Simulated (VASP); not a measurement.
# ZnS (P6_3mc) in VASP: notebook

Runs on ZnS. Level: PBE. Tasks: single point.

Program: VASP 6.6.1. These are calculated values, not measurements. Logs are shortened: lines on timing, memory, paths and dates and some standing lists are left out, and cuts for length are marked.

**The experiment to reproduce.**

From a printed reference work, monograph, for a bulk crystal of ZnS at 4 K: band gap 3.911 eV (direct).

The results are compared with them further down.

**1. The cell of the first run**

Symmetry: P6_3mc, No. 186, hexagonal system. The conventional cell has a = 3.794 Å, b = 3.794 Å, c = 6.219 Å, α = 90.00°, β = 90.00°, γ = 120.00°. Zn (site symmetry 3m) has 4 S at 2.33 Å within 3.1 Å. Within 3.1 Å of S (site symmetry 3m) lie 4 Zn at 2.33 Å.

**2. Single point, PBE (volume scaled by 0.960)**

File INCAR:

```
SYSTEM = ZnS
ALGO     = Normal         ! electronic algorithm
EDIFF    = 1E-6           ! SCF threshold, eV
ENCUT    = 520            ! plane-wave cutoff, eV
GGA      = PE             ! functional
ISIF     = 2              ! what is computed and relaxed
ISMEAR   = 0              ! smearing method
LASPH    = .True.         ! aspherical terms in the spheres
LCHARG   = .True.         ! write CHGCAR
LELF     = .True.         ! ELF
LREAL    = .False.        ! projectors in reciprocal space
LVHAR    = .True.       
LWAVE    = .False.        ! write WAVECAR
NBANDS   = 26             ! bands
NELM     = 100            ! most SCF steps
PREC     = Accurate       ! precision mode
SIGMA    = 0.05           ! smearing width, eV
```

File KPOINTS:

```
k-points
0
Gamma
  10 10 6
  0 0 0
```

File POSCAR:

```
ZnS
1.0
    3.7937713532      0.0000000000      0.0000000000
   -1.8968856766      3.2855023681      0.0000000000
    0.0000000000      0.0000000000      6.2191709519
Zn S
2 2
Direct
    0.3333333333      0.6666666667      0.0052019370
    0.6666666667      0.3333333333      0.5052019370
    0.3333333333      0.6666666667      0.3797980630
    0.6666666667      0.3333333333      0.8797980630
```

Potentials or basis: VASP PAW PBE potentials, release 64 (Zn, S).

On the command line:

```bash
$ cat potpaw_PBE.64/Zn/POTCAR potpaw_PBE.64/S/POTCAR > POTCAR
$ mpirun -np 1 vasp_std > vasp.out
```

OUTCAR:

```text
SYSTEM = ZnS
   EDIFF = 1E-6
   ENCUT = 520
   GGA = PE
   ISIF = 2
   ISMEAR = 0
   LASPH = .True.
   LREAL = .False.
   NELM = 100
   PREC = Accurate

 ion  position               nearest neighbor table
   1  0.333  0.667  0.005-   4 2.33   4 2.33   4 2.33   3 2.33
   2  0.667  0.333  0.505-   3 2.33   3 2.33   3 2.33   4 2.33
   3  0.333  0.667  0.380-   2 2.33   2 2.33   2 2.33   1 2.33
   4  0.667  0.333  0.880-   1 2.33   1 2.33   1 2.33   2 2.33

  LATTYP: Found a hexagonal cell.
 ALAT       =     3.7937713532
 C/A-ratio  =     1.6393109581

  Lattice vectors:

 A1 = (   3.7937713532,   0.0000000000,   0.0000000000)
 A2 = (  -1.8968856766,   3.2855023681,   0.0000000000)
 A3 = (   0.0000000000,   0.0000000000,   6.2191709519)

Analysis of symmetry for initial positions (statically):
=====================================================================
 Subroutine PRICEL returns:
 Original cell was already a primitive cell.

 Routine SETGRP: Setting up the symmetry group for a
 hexagonal supercell.

 Subroutine GETGRP returns: Found 12 space group operations
 (whereof  6 operations were pure point group operations)
 out of a pool of 24 trial point group operations.

The static configuration has the point symmetry C_3v.
 The point group associated with its full space group is C_6v.

Analysis of symmetry for dynamics (positions and initial velocities):
=====================================================================
 Subroutine PRICEL returns:
 Original cell was already a primitive cell.

 Routine SETGRP: Setting up the symmetry group for a
 hexagonal supercell.

 Subroutine GETGRP returns: Found 12 space group operations
 (whereof  6 operations were pure point group operations)
 out of a pool of 24 trial point group operations.

The dynamic configuration has the point symmetry C_3v.
 The point group associated with its full space group is C_6v.

 Subroutine INISYM returns: Found 12 space group operations
 (whereof  6 operations are pure point group operations),
 and found     1 'primitive' translations

----------------------------------------------------------------------------------------

                                     Primitive cell

  volume of cell :      77.5185

  direct lattice vectors                    reciprocal lattice vectors
     3.793771353  0.000000000  0.000000000     0.263589950  0.152183728  0.000000000
    -1.896885677  3.285502368  0.000000000     0.000000000  0.304367457  0.000000000
     0.000000000  0.000000000  6.219170952     0.000000000  0.000000000  0.160793136

  length of vectors
     3.793771353  3.793771353  6.219170952     0.304367457  0.304367457  0.160793136

  position of ions in fractional coordinates (direct lattice)
     0.333333333  0.666666667  0.005201937
     0.666666667  0.333333333  0.505201937
     0.333333333  0.666666667  0.379798063
     0.666666667  0.333333333  0.879798063

  ion indices of the primitive-cell ions
   primitive index   ion index
                 1           1
                 2           2
                 3           3
                 4           4

----------------------------------------------------------------------------------------

 KPOINTS: k-points

Automatic generation of k-mesh.
 Grid dimensions read from file:
 generate k-points for:   10   10    6

 Generating k-lattice:

  Cartesian coordinates                     Fractional coordinates (reciprocal lattice)
     0.026358995  0.015218373  0.000000000     0.100000000  0.000000000  0.000000000
     0.000000000  0.030436746  0.000000000     0.000000000  0.100000000  0.000000000
     0.000000000  0.000000000  0.026798856     0.000000000  0.000000000  0.166666667

  Length of vectors
     0.030436746  0.030436746  0.026798856

  Shift w.r.t. Gamma in fractional coordinates (k-lattice)
     0.000000000  0.000000000  0.000000000

 Subroutine IBZKPT returns following result:
 ===========================================

 Found     56 irreducible k-points:

 Following reciprocal coordinates:
            Coordinates               Weight
  0.000000  0.000000  0.000000      1.000000
  0.100000  0.000000  0.000000      6.000000
  0.200000  0.000000  0.000000      6.000000
  0.300000  0.000000  0.000000      6.000000
  0.400000  0.000000  0.000000      6.000000
  0.500000  0.000000  0.000000      3.000000
[... 16 lines left out ...]
  0.300000  0.100000  0.166667     24.000000
  0.400000  0.100000  0.166667     24.000000
 [... further k-points ...]
   k-points           NKPTS =     56   k-points in BZ     NKDIM =     56   number of bands    NBANDS=     26
   number of dos      NEDOS =    301   number of ions     NIONS =      4
   total plane-waves  NPLWV =  37632
   dimension x,y,z NGX =    28 NGY =   28 NGZ =   48
   dimension x,y,z NGXF=    56 NGYF=   56 NGZF=   96
   ions per type =               2   2
   NGX,Y,Z   is equivalent  to a cutoff of  12.27, 12.27, 12.83 a.u.
   NGXF,Y,Z  is equivalent  to a cutoff of  24.54, 24.54, 25.66 a.u.
 SYSTEM =  ZnS
   PREC   = accura    normal or accurate (medium, high low for compatibility)
   ISTART =      0    job   : 0-new  1-cont  2-samecut
   ICHARG =      2    charge: 1-file 2-atom 10-const
   ISPIN  =      1    spin polarized calculation?
   LNONCOLLINEAR =      F non collinear calculations
   LSORBIT =      F    spin-orbit coupling
   LASPH  =      T    aspherical Exc in radial PAW
   ENCUT  =  520.0 eV  38.22 Ry    6.18 a.u.   7.05  7.05 11.56*2*pi/ulx,y,z
   NELM   =    100;   NELMIN=  2; NELMDL= -5     # of ELM steps
   EDIFF  = 0.1E-05   stopping-criterion for ELM
   LREAL  =      F    real-space projection
[... 7 lines left out ...]
   TEBEG  =    0.0;   TEEND  =   0.0 temperature during run
   PSTRESS=    0.0 pullay stress
   NELECT =      36.0000    total number of electrons
   NUPDOWN=      -1.0000    fix difference up-down
   EMIN   =  10.00;   EMAX   =-10.00  energy-range for DOS
   EFERMI =   0.00;   METHOD = LEGACY
   ISMEAR =     0;   SIGMA  =   0.05  broadening in eV -4-tet -1-fermi 0-gaus
   EFERMI_NEDOS =   21; number of points for ismear=-14 and -15
   IALGO  =     38    algorithm
   IMIX   =      4    mixing-type and parameters
     AMIX     =   0.40;   BMIX     =  1.00
     AMIX_MAG =   1.60;   BMIX_MAG =  1.00
  volume/ion in A,a.u.               =      19.38       130.78
  Fermi-wavevector in a.u.,A,eV,Ry     =   1.267770  2.395738 21.867843  1.607241
  Thomas-Fermi vector in A             =   2.400900
   LORBIT       =      0    0 simple, 1 ext, 2 COOP (PROOUT), +10 PAW based schemes
   GGA     = PE    functional components
   LHFCALC =     F    Hartree Fock is set to
   AEXX    =    0.0000 exact exchange contribution
   IVDW    =     0    specifies the selected vdW correction
   LEPSILON=     F    determine dielectric tensor
   LRPA    =     F    only Hartree local field effects (RPA)
 non-spin polarized calculation
 Gauss-broadening in eV      SIGMA  =   0.05
  energy-cutoff  :      520.00
  volume of cell :       77.52
 maximum number of plane-waves:      2112
   NGX = 15   NGY = 15   NGZ = 23

 number of electron      36.0000000 magnetization

 Free energy of the ion-electron system (eV)
  ---------------------------------------------------
  ext. energy  EPLUGINS =         0.00000000
  ---------------------------------------------------
  free energy    TOTEN  =       -13.66013750 eV

  energy without entropy =      -13.66013750  energy(sigma->0) =      -13.66013750

 E-fermi :   2.5337     XC(G=0):  -9.7078

 val. band max:        2.2916623687   @ k =   0.0000   0.0000   0.0000
 cond. band min:       4.5595044267   @ k =   0.0000   0.0000   0.0000
 fundamental gap:      2.2678420580
 Fermi energy:         2.5337122158

 k-point     1 :       0.0000    0.0000    0.0000
  band No.  band energies     occupation
      1     -10.9992      2.00000
      2     -10.0347      2.00000
      3      -4.1230      2.00000
      4      -4.1101      2.00000
      5      -4.1101      2.00000
      6      -4.0256      2.00000
[... 18 lines left out ...]
     25       9.9897      0.00000
     26      11.6289      0.00000

 k-point     2 :       0.1000    0.0000    0.0000
  band No.  band energies     occupation
      1     -10.9297      2.00000
      2      -9.9956      2.00000
      3      -4.1205      2.00000
      4      -4.1041      2.00000
      5      -4.0961      2.00000
      6      -4.0188      2.00000
[... 18 lines left out ...]
     25      10.3014      0.00000
     26      11.1653      0.00000

 k-point     3 :       0.2000    0.0000    0.0000
  band No.  band energies     occupation
      1     -10.7349      2.00000
      2      -9.8949      2.00000
      3      -4.1284      2.00000
      4      -4.0739      2.00000
      5      -4.0623      2.00000
      6      -3.9870      2.00000
[... 18 lines left out ...]
     25      10.4605      0.00000
     26      11.1484      0.00000

 k-point     4 :       0.3000    0.0000    0.0000
  band No.  band energies     occupation
      1     -10.4584      2.00000
      2      -9.7807      2.00000
      3      -4.1247      2.00000
      4      -4.0409      2.00000
      5      -4.0283      2.00000
      6      -3.9091      2.00000
[... 18 lines left out ...]
     25      11.0331      0.00000
     26      11.5617      0.00000
[... 496 lines left out ...]
      1     -10.5151      2.00000
      2      -9.8724      2.00000
      3      -4.1201      2.00000
      4      -4.0553      2.00000
      5      -4.0365      2.00000
      6      -3.9660      2.00000
[... 18 lines left out ...]
     25      10.9277      0.00000
     26      11.1715      0.00000

 k-point    23 :       0.3000    0.1000    0.1667
  band No.  band energies     occupation
      1     -10.2426      2.00000
      2      -9.7671      2.00000
      3      -4.1035      2.00000
      4      -4.0250      2.00000
      5      -3.9943      2.00000
      6      -3.8785      2.00000
[... 18 lines left out ...]
     25      11.0719      0.00000
     26      11.7761      0.00000

 k-point    24 :       0.4000    0.1000    0.1667
  band No.  band energies     occupation
      1     -10.0302      2.00000
      2      -9.7307      2.00000
      3      -4.0979      2.00000
      4      -3.9966      2.00000
      5      -3.9363      2.00000
      6      -3.8246      2.00000
[... 18 lines left out ...]
     25      11.6308      0.00000
     26      13.0181      0.00000

 [... further k-points ...]

------------------------ aborting loop because EDIFF is reached ----------------------------------------

  FORCE on cell =-STRESS in cart. coord.  units (eV):
  Direction    XX          YY          ZZ          XY          YZ          ZX
  --------------------------------------------------------------------------------------
  -------------------------------------------------------------------------------------
  Total        1.5577017      1.5577017      1.6008319      0.0000000     -0.0000000      0.0000000
  in kB       32.1950747     32.1950747     33.0865037      0.0000000     -0.0000000      0.0000000
  external PRESSURE =      32.4922177 kB  Pullay stress =       0.0000000 kB

 VOLUME and BASIS-vectors are now :
 -----------------------------------------------------------------------------
  energy-cutoff  :      520.00
  volume of cell :       77.52
      direct lattice vectors                 reciprocal lattice vectors
     3.793771353  0.000000000  0.000000000     0.263589950  0.152183728  0.000000000
    -1.896885677  3.285502368  0.000000000     0.000000000  0.304367457  0.000000000
     0.000000000  0.000000000  6.219170952     0.000000000  0.000000000  0.160793136

 POSITION                                       TOTAL-FORCE (eV/Angst)
 -----------------------------------------------------------------------------------
     -0.00000      2.19033      0.03235        -0.000000      0.000000      0.009562
      1.89689      1.09517      3.14194         0.000000     -0.000000      0.009562
     -0.00000      2.19033      2.36203        -0.000000     -0.000000     -0.009562
      1.89689      1.09517      5.47161        -0.000000     -0.000000     -0.009562
 -----------------------------------------------------------------------------------
    total drift:                               -0.000000     -0.000001     -0.000336

  FREE ENERGIE OF THE ION-ELECTRON SYSTEM (eV)
  ---------------------------------------------------
  free  energy   TOTEN  =       -13.6601375045 eV

  energy  without entropy=      -13.6601375045  energy(sigma->0) =      -13.66013750
```

Run time: 89 s. Hardware: 1 thread of Intel Xeon Platinum 8488C (Sapphire Rapids), shared host; peak memory 0.24 GiB.

Results:

- Free energy: -13.6601 eV
- Pressure: 3.2 GPa
- Largest force: 0.010 eV/Å
- Band gap on the k mesh: 2.27 eV, direct

Forces in eV/Å, atoms in the order of the input:
```
Zn   0.000  0.000  0.010
Zn   0.000  0.000  0.010
S    0.000  0.000 -0.010
S    0.000  0.000 -0.010
```

Stress tensor (GPa, compression positive):
```
3.22 0.00 0.00
0.00 3.22 0.00
0.00 0.00 3.31
```

**3. Single point, PBE (volume scaled by 0.980)**

File INCAR:

```
PREC = Accurate
ENCUT = 520
EDIFF = 1E-6
ISMEAR = 0
SIGMA = 0.05
LREAL = False
LASPH = True
NELM = 100
ALGO = Normal
ISIF = 2
LWAVE = False
LCHARG = False
GGA = PE
NBANDS = 26
```

File KPOINTS:

```
regular mesh
0
Gamma
  10 10 6
```

File POSCAR:

```
ZnS
1.0
    3.8199361204      0.0000000000      0.0000000000
   -1.9099680602      3.3081617211      0.0000000000
    0.0000000000      0.0000000000      6.2620631414
Zn S
2 2
Direct
    0.3333333333      0.6666666667      0.0052019370
    0.6666666667      0.3333333333      0.5052019370
    0.3333333333      0.6666666667      0.3797980630
    0.6666666667      0.3333333333      0.8797980630
```

Potentials or basis: VASP PAW PBE potentials, release 64 (Zn, S).

On the command line:

```bash
$ cat potpaw_PBE.64/Zn/POTCAR potpaw_PBE.64/S/POTCAR > POTCAR
$ mpirun -np 1 vasp_std > vasp.out
```

Run time: 88 s. Hardware: 1 thread of Intel Xeon Platinum 8488C (Sapphire Rapids), shared host; peak memory 0.24 GiB.

It converged, with:

| Quantity | Value |
| --- | --- |
| Free energy | -13.6848 eV |
| Pressure | 1.6 GPa |
| Largest force | 0.005 eV/Å |
| Band gap on the k mesh | 2.17 eV, direct |

Forces on the atoms (eV/Å):
```
Zn   0.000  0.000  0.005
Zn   0.000  0.000  0.005
S    0.000  0.000 -0.005
S    0.000  0.000 -0.005
```

Levels at points of the mesh, in eV from the valence-band top:
```
           k point  band 14  band 15  band 16  band 17  band 18  band 19  band 20  band 21  band 22  band 23
(0.00, 0.00, 0.00)    -0.88    -0.88    -0.08     0.00     0.00     2.17     3.09     6.31     6.31     6.58
(0.50, 0.00, 0.00)    -4.09    -3.24    -2.21    -1.66    -0.88     3.67     4.23     5.13     6.92     7.38
(0.00, 0.00, 0.50)    -2.85    -0.46    -0.46    -0.46    -0.46     3.54     3.54     6.77     6.77     6.77
(0.50, 0.00, 0.50)    -4.83    -1.61    -1.61    -1.59    -1.59     3.55     3.55     5.23     5.23     8.81
```

(Continued in part 2 of 2.)
